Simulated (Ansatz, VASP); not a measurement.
**Sc: VASP beside Ansatz**

```
CELL_PARAMETERS angstrom
3.06795 0.00000 0.00000
0.00000 3.06795 0.00000
0.00000 0.00000 3.06795
ATOMIC_POSITIONS crystal
Sc 0.00000 0.00000 0.00000
```

Alike in both runs: task relaxation of cell and atoms; functional PBE; k mesh 12 × 12 × 12; occupations fermi-dirac, width 0.05 eV; no spin polarisation.

|  | VASP | Ansatz |
| --- | --- | --- |
| version | VASP 6.6.1 | Ansatz 0.2.0 |
| potentials or method | VASP PAW PBE potentials, release 64 (Sc_sv) | PAW with Ansatz's default frozen-core files, scalar-relativistic |
| plane-wave cutoff (eV) | 600 | 420 |
| valence electrons in the cell | 11 | 11 |

|  | VASP | Ansatz | Ansatz less VASP |
| --- | --- | --- | --- |
| relaxed volume (Å³/atom) | 26.21 | 26.16 | -0.051 |
| relaxed cell length with the largest relative difference (Å) | 2.971 | 2.969 | -0.0019 |
| energy change over the relaxation (meV/atom) | -26 | -27 | -1.0 |
